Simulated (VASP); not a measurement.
All values below come from MS2 meta-GGA, VASP's PBE PAW potentials (set 64) (plane waves; VASP).

Input for VASP

POSCAR:
```
Li2O
1
    0.0000000000     2.2703322005     2.2703322005
    2.2703322005     0.0000000000     2.2703322005
    2.2703322005     2.2703322005     0.0000000000
Li O
2 1
Direct
  0.2500000000   0.2500000000   0.2500000000
  0.7500000000   0.7500000000   0.7500000000
  0.0000000000   0.0000000000   0.0000000000
```

**INCAR**
```
SYSTEM = Li2O
PREC = Accurate; ENCUT = 520; LREAL = .False.
LASPH = .True.
EDIFF = 1E-7; NELM = 100; ALGO = Normal
LMIXTAU = .True.
ISMEAR = -5
METAGGA = MS2
ISIF = 2
LWAVE = .False.; LCHARG = .False.; LORBIT = 11
NEDOS = 601
LEFG = .True.
```

### KPOINTS
```
Automatic mesh
0
G
  9 9 9
0 0 0
```

KPOINTS_OPT:
```
k-points along high-symmetry lines
10
Line-mode
Reciprocal
  0.000000   0.000000   0.000000 ! GAMMA
  0.500000   0.000000   0.500000 ! X

  0.500000   0.000000   0.500000 ! X
  0.625000   0.250000   0.625000 ! U

  0.375000   0.375000   0.750000 ! K
  0.000000   0.000000   0.000000 ! GAMMA

  0.000000   0.000000   0.000000 ! GAMMA
  0.500000   0.500000   0.500000 ! L

  0.500000   0.500000   0.500000 ! L
  0.500000   0.250000   0.750000 ! W

  0.500000   0.250000   0.750000 ! W
  0.500000   0.000000   0.500000 ! X
```

POTCAR, in this order: Li_sv O (PBE.64 set). Program: vasp_std.

Output of the run:

**OSZICAR**
```
       N       E                     dE             d eps       ncg     rms          rms(c)
DAV:   1     0.253030612724E+02    0.25303E+02   -0.61815E+03   700   0.126E+03
DAV:   2    -0.229069804434E+02   -0.48210E+02   -0.46892E+02   834   0.223E+02
DAV:   3    -0.270082289115E+02   -0.41012E+01   -0.40873E+01  1196   0.557E+01
DAV:   4    -0.270810650998E+02   -0.72836E-01   -0.72739E-01   994   0.701E+00
DAV:   5    -0.270824891301E+02   -0.14240E-02   -0.14238E-02   974   0.483E-01    0.686E+00
DAV:   6    -0.166529526180E+02    0.10430E+02   -0.89805E+00   710   0.268E+01    0.227E+00
DAV:   7    -0.191443131454E+02   -0.24914E+01   -0.90651E-01   708   0.133E+01    0.175E+00
DAV:   8    -0.152080846710E+02    0.39362E+01   -0.13503E+00   728   0.874E+00    0.187E+00
DAV:   9    -0.183569591846E+02   -0.31489E+01   -0.47259E+00   720   0.171E+01    0.307E+00
DAV:  10    -0.184555505752E+02   -0.98591E-01   -0.25167E-01   700   0.479E+00    0.197E+00
DAV:  11    -0.184226078303E+02    0.32943E-01   -0.26495E-01   700   0.466E+00    0.634E-01
DAV:  12    -0.184257300896E+02   -0.31223E-02   -0.13423E-02   940   0.121E+00    0.504E-01
DAV:  13    -0.184289184167E+02   -0.31883E-02   -0.12521E-02   706   0.140E+00    0.506E-01
DAV:  14    -0.184035773738E+02    0.25341E-01   -0.10212E-01   700   0.308E+00    0.343E-01
DAV:  15    -0.184122702848E+02   -0.86929E-02   -0.55235E-03   712   0.828E-01    0.175E-01
DAV:  16    -0.184145089667E+02   -0.22387E-02   -0.76938E-04   764   0.347E-01    0.124E-01
DAV:  17    -0.184157931306E+02   -0.12842E-02   -0.10741E-03   716   0.426E-01    0.583E-02
DAV:  18    -0.184169366977E+02   -0.11436E-02   -0.39175E-04   712   0.268E-01    0.466E-02
DAV:  19    -0.184171109766E+02   -0.17428E-03   -0.72297E-05   758   0.117E-01    0.431E-02
DAV:  20    -0.184171293612E+02   -0.18385E-04   -0.69810E-05   906   0.830E-02    0.371E-02
DAV:  21    -0.184171942348E+02   -0.64874E-04   -0.77759E-05   712   0.964E-02    0.201E-02
DAV:  22    -0.184171873379E+02    0.68969E-05   -0.24813E-05   760   0.488E-02    0.981E-03
DAV:  23    -0.184171983359E+02   -0.10998E-04   -0.13817E-05   792   0.337E-02    0.194E-03
DAV:  24    -0.184171954211E+02    0.29147E-05   -0.18863E-06   928   0.137E-02    0.208E-03
DAV:  25    -0.184172010843E+02   -0.56632E-05   -0.75332E-07   728   0.121E-02    0.108E-03
DAV:  26    -0.184172004124E+02    0.67190E-06   -0.35605E-07   778   0.776E-03    0.332E-04
DAV:  27    -0.184172009924E+02   -0.58003E-06   -0.40274E-08   688   0.307E-03    0.221E-04
DAV:  28    -0.184172009473E+02    0.45152E-07   -0.11825E-09   390   0.440E-04
   1 F= -.18417201E+02 E0= -.18417201E+02  d E =0.000000E+00
       N       E                     dE             ncg
       N       E                     dE             ncg
```

OUTCAR:
```
------------------------ aborting loop because EDIFF is reached ----------------------------------------
  FORCE on cell =-STRESS in cart. coord.  units (eV):
  Direction    XX          YY          ZZ          XY          YZ          ZX
  --------------------------------------------------------------------------------------
  Total        0.0280182      0.0280182      0.0280182      0.0000000      0.0000000     -0.0000000
  in kB        1.9180157      1.9180157      1.9180157      0.0000000      0.0000000     -0.0000000
  external PRESSURE =       1.9180157 kB  Pullay stress =       0.0000000 kB
  volume of cell :       23.40
      direct lattice vectors                 reciprocal lattice vectors
     0.000000000  2.270332200  2.270332200    -0.220232088  0.220232088  0.220232088
     2.270332200  0.000000000  2.270332200     0.220232088 -0.220232088  0.220232088
     2.270332200  2.270332200  0.000000000     0.220232088  0.220232088 -0.220232088
 POSITION                                       TOTAL-FORCE (eV/Angst)
 -----------------------------------------------------------------------------------
      1.13517      1.13517      1.13517        -0.000000     -0.000000     -0.000000
      3.40550      3.40550      3.40550         0.000000      0.000000      0.000000
      0.00000      0.00000      0.00000         0.000000      0.000000      0.000000
 -----------------------------------------------------------------------------------
    total drift:                               -0.000000      0.000000      0.000000
  FREE ENERGIE OF THE ION-ELECTRON SYSTEM (eV)
  ---------------------------------------------------
  free  energy   TOTEN  =       -18.4172009473 eV

  energy  without entropy=      -18.4172009473  energy(sigma->0) =      -18.41720095

 total charge

# of ion       s       p       d       tot
------------------------------------------
    1        2.039   0.059   0.000   2.098
    2        2.039   0.059   0.000   2.098
    3        1.559   3.536   0.000   5.095
--------------------------------------------------
tot          5.638   3.653   0.000   9.291

 Electric field gradients after diagonalization (V/A^2)
 (convention: |V_zz| > |V_xx| > |V_yy|)
----------------------------------------------------------------------
 ion       V_xx      V_yy      V_zz     asymmetry (V_yy - V_xx)/ V_zz
----------------------------------------------------------------------
   1      -0.005    -0.005     0.011       0.000
   2      -0.005    -0.005     0.011       0.000
   3      -0.002    -0.002     0.004       0.000
```
(Selected blocks of OUTCAR.)

The compound is Li2O in the antifluorite structure. It was relaxed first, which changed the volume by -5 %.
